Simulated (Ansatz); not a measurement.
InP (F-43m), phonons: input and output

Computed with PBEsol, PAW on Ansatz 0.2.0's default frozen-core files (fitted under PBE), scalar-relativistic; not a measurement.

The cell comes from a PAW relaxation under the same functional.

Launched as:

```sh
ansatz run input.yaml --threads 2 --pin off --max-ram 5120MiB --backend cpu --events-out ev --progress --plain --runs-dir out
```

input.yaml:

```yaml
crystal:
  lattice:
    - [0.0, 2.93923925323, 2.93923925323]
    - [2.93923925323, 0.0, 2.93923925323]
    - [2.93923925323, 2.93923925323, 0.0]
  atoms:
    - { symbol: In, position: [0.0, 0.0, 0.0] }
    - { symbol: P, position: [0.75, 0.75, 0.75] }
kpoints:
  mp_grid: { grid: [8, 8, 8] }
scf:
  occupations: { method: fixed }
hamiltonian:
  xc: pbesol
  pseudopotentials: { kind: paw }
phonons:
  qmesh: [2, 2, 2]
  qpath:
    path:
      - [0.0, 0.0, 0.0]
      - [-0.5, -0.5, 0.0]
      - [-0.375, -0.375, 0.25]
      - [-0.375, 0.0, 0.375]
      - [0.0, 0.0, 0.0]
      - [0.0, 0.0, 0.5]
      - [-0.5, -0.25, 0.25]
      - [-0.5, -0.5, 0.0]
    npoints: 6
  temperatures: { t_min: 0, t_max: 1000, t_step: 100 }
```

Output (shortened where marked):

```
Warning: phonons: the dynamical matrix that this run interpolates holds no multipole term above the dipole-dipole one, and a site of this crystal is no centre of inversion, so its interpolated transverse optical and acoustic branches and sound speeds can stay off near Gamma, and the density of states and the thermodynamics with them. What a run solves at a wave vector of phonons.qpoints, Gamma apart, where the deck ...
Warning: RAYON_NUM_THREADS=2 ignored (pool sized by the plan → 2); use --threads N
Engine: ansatz 0.2.0, aarch64-unknown-linux-gnu
Pseudopotentials: kind: paw
Pseudopotential: In, paw, valence charge 13, recommended cutoff 420 eV (normal), In.paw.azcp
Pseudopotential: P, paw, valence charge 5, recommended cutoff 420 eV (normal), P.paw.azcp
Functional definition: PBEsol
  exchange = pbesol_x
  correlation = pbesol_c
Crystal: 4 atoms, lattice volume = 101.570 Å³
Basis set: ecut = 420 eV, 1947 PW (Γ), FFT grids on a1, a2, −a1+a2+a3, exchange–correlation on 60×60×80 points (8 copies of the dense FFT grid, shifted against one another)
Bands: 22, of which v1, the nominal top of the filled ones, is band 18 counted from 1 (17 counted from 0)
Symmetry: 16 space group operations
k-points: 39 of 256 (time reversal used)
Non-local potential: In, projectors of the file, l = 0: 2, l = 1: 2, l = 2: 2, l = 3: 2
Non-local potential: P, projectors of the file, l = 0: 2, l = 1: 2, l = 2: 2
PAW form: soft (Blöchl's): semilocal exchange-correlation on the pseudo side does not see the compensation charge
PAW frozen core: In, regenerated for the run's functional, and the local potential with it (the file was generated under x = pbe(κ = 0.804, μ = 0.2195149727645171), c = pbe(β = 0.06672455060314922))
PAW frozen core: P, regenerated for the run's functional, and the local potential with it (the file was generated under x = pbe(κ = 0.804, μ = 0.2195149727645171), c = pbe(β = 0.06672455060314922))
PAW one-centre angular grid: In, 590 points (default); XC on 64 Gauss nodes
[... 137 lines left out ...]
  Born effective charges Z* (e; rows j = field, columns β = displacement):
    site 0:
         2.51881    0.00000    0.00000
         0.00000    2.51881    0.00000
        -0.00000    0.00000    2.51881
    site 1:
        -2.51881   -0.00000   -0.00000
        -0.00000   -2.51881   -0.00000
         0.00000   -0.00000   -2.51881
  Z* charge neutrality: 8.699e-4 e pre-enforcement
  solved inside a basis spanned on the 8×8×8 k-mesh, on 10×10×10 k-points transformed towards the longest dipole: ε∞ is read to err by 3.9e-2, Z* by 1.4e-2 e; Z* is corrected for what the basis lacks
  optical modes at Γ without the LO–TO term, one row a degenerate level:
      ω (cm⁻¹)  modes    IR ((D/Å)²/amu)
        296.33      3            18.0012
  optical modes at Γ + LO–TO along q̂ = [1.0000, 0.0000, 0.0000]:
      ω (cm⁻¹)  modes    IR ((D/Å)²/amu)
        296.33      2            12.0008
        331.06      1             6.0004
  optical modes at Γ + LO–TO along q̂ = [0.0000, 1.0000, 0.0000]:
      ω (cm⁻¹)  modes    IR ((D/Å)²/amu)
        296.33      2            12.0008
        331.06      1             6.0004
  optical modes at Γ + LO–TO along q̂ = [0.0000, 0.0000, 1.0000]:
      ω (cm⁻¹)  modes    IR ((D/Å)²/amu)
        296.33      2            12.0008
        331.06      1             6.0004
--- Phonons (by wavevector): 3 wavevectors in 2 supercells ---
  supercell 1 (2 cells, vectors [1, 0, 0], [0, 1, -1], [0, 0, 2] in multiples of the cell's): 2 displaced members by 0.0025 Å; free energy -12531.730092 eV; taken off its force constants: by the sum rule 1.2e-4, by the ...
  symmetry images taken by strict's conditions (phonons.symmetry_images: auto; settled by no image being taken that strict refuses)
  supercell 2 (2 cells, vectors [1, 0, 0], [0, 1, 0], [0, 0, 2] in multiples of the cell's): 4 displaced members by 0.0025 Å; free energy -12531.730092 eV; taken off its force constants: by the sum rule 7.1e-5, by the ...
  symmetry images taken by strict's conditions (phonons.symmetry_images: auto; settled by no image being taken that strict refuses)
  q = [0.0000, 0.0000, 0.0000] (star 1, supercell 1; hermiticity 4.26e-17, symmetrization 2.83e-6): -0.00 0.00 0.00 296.33 296.33 296.33
  q = [0.0000, 0.0000, -0.5000] (star 4, supercell 2; hermiticity 1.68e-16, symmetrization 4.04e-16): 51.86 51.86 161.61 303.24 303.24 324.04
  q = [0.0000, -0.5000, -0.5000] (star 3, supercell 1; hermiticity 9.26e-17, symmetrization 3.41e-16): 64.51 64.51 175.12 312.57 312.57 317.45
  joined force constants: q→R imaginary residual 4.85e-17
  density of states and harmonic sums: on the 18×18×18 q-mesh, interpolated from the force constants of a 2×2×2 supercell (with the dipole–dipole term)
  largest difference from the sums on the solved wave vectors: F 6.56e-2 eV, S 9.80e-5 and C_V 3.22e-5 eV/K
```

The run converged.

**Harmonic thermodynamics**

Harmonic phonons of a crystal by Kohn-Sham DFT at the given cell, standard atomic masses, acoustic sum rule imposed; negative wavenumbers are unstable modes; sums over wave vectors interpolated from the q mesh.

| Quantity | Value |
| --- | --- |
| Zero point energy | 37.48 meV/atom |

```csv
temperature (K),phonon heat capacity (k_B/atom),phonon entropy (k_B/atom),phonon free energy (meV/atom)
100,1.627,1.462,32.09
200,2.441,2.888,13.04
300,2.721,3.94,-16.6
400,2.836,4.741,-54.14
500,2.893,5.38,-97.84
600,2.925,5.911,-146.6
700,2.944,6.363,-199.5
800,2.957,6.757,-256.1
900,2.966,7.106,-315.8
1000,2.972,7.419,-378.4
```

### Phonons on the q mesh

One row a degenerate set, branches counted upwards.

| Property | Result |
| --- | --- |
| Unstable phonons | no |

| point | q a (r.l.u.) | q b (r.l.u.) | q c (r.l.u.) | branch | phonon wavenumber (cm⁻¹) | degeneracy |
| --- | --- | --- | --- | --- | --- | --- |
| Gamma | 0 | 0 | 0 | 4 | 296.3 | 3 |
| L | 0.5 | 0 | 0 | 1 | 51.9 | 2 |
| L | 0.5 | 0 | 0 | 3 | 161.6 | 1 |
| L | 0.5 | 0 | 0 | 4 | 303.2 | 2 |
| L | 0.5 | 0 | 0 | 6 | 324 | 1 |
| X | 0.5 | 0.5 | 0 | 1 | 64.5 | 2 |
| X | 0.5 | 0.5 | 0 | 3 | 175.1 | 1 |
| X | 0.5 | 0.5 | 0 | 4 | 312.6 | 2 |
| X | 0.5 | 0.5 | 0 | 6 | 317.4 | 1 |

**Field response**

Linear response of an insulating crystal by Kohn-Sham DFT to a field and to zone-centre displacements, local fields included; Born charges neutralised; LO modes for wave vectors along x and z; Cartesian axes as in the input.

```json
{
 "Dielectric electronic (x, y, z)": "11.57, 11.57, 11.57",
 "Highest phonon with field along x": "331.1 cm⁻¹",
 "Highest phonon with field along z": "331.1 cm⁻¹",
 "Highest phonon without field": "296.3 cm⁻¹"
}
```

```csv
atom,born charge xx (e),born charge yy (e),born charge zz (e)
In1,2.519,2.519,2.519
P2,-2.519,-2.519,-2.519
```

Limits of these numbers: frozen-core PAW files fitted under PBE, their cores solved anew for the functional of the run; coarse q mesh; no LO-TO term at the zone centre.

Time and hardware: 67 s on 2 threads of Arm Neoverse V2, with other jobs on the host, peak memory 0.62 GiB.
